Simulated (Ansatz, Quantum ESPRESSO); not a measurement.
# Au: the pressure in 2 programs

The cell as given:

```cif
data_structure
_symmetry_space_group_name_H-M 'P6_3/mmc'
_symmetry_Int_Tables_number 194
_cell_length_a 2.9000
_cell_length_b 2.9000
_cell_length_c 4.8800
_cell_angle_alpha 90.000
_cell_angle_beta 90.000
_cell_angle_gamma 120.000
_cell_volume 35.54
loop_
_atom_site_label
_atom_site_type_symbol
_atom_site_symmetry_multiplicity
_atom_site_Wyckoff_symbol
_atom_site_fract_x
_atom_site_fract_y
_atom_site_fract_z
_atom_site_occupancy
Au1 Au 2 d 0.66667 0.33333 0.25000 1
```

This isn't the form of Au at room conditions, which is fcc.

Kept alike: task relaxation of cell and atoms; functional PBEsol; k mesh 11 × 11 × 6; occupations fermi-dirac, width 0.05 eV; no spin polarisation. The mesh is that of the run's cell of 2 atoms. No spin-orbit coupling.

- A: Ansatz, Ansatz PAW, made for PBE, cutoff 420 eV
- B: Quantum ESPRESSO, GBRV 1.5 PBEsol, cutoff 707 eV

```csv
pressure (GPa),A: volume (Å³/atom),B: volume (Å³/atom)
0,17.024,16.984
2,16.832,16.794
5,16.570,16.535
10,16.186,16.155
20,15.562,15.537
```

Values on potentials made for another functional: all of A. Values hold for each row's relaxed cell, which stops near the pressure aimed at. Ansatz's stress holds its Pulay term. The runs follow the start's structure, whether or not it is the stable one at these pressures. For a metal such a mesh leaves the last digits unconverged.

Task: How large is the effect of the pressure, and do the programs agree on it?

Result: From 0 to 20 GPa the volume moves by -1.462 in A, -1.447 in B (Å³/atom). Row by row the programs differ by 0.025 to 0.040, and over this span the shifts, as printed, agree within about 1 %.
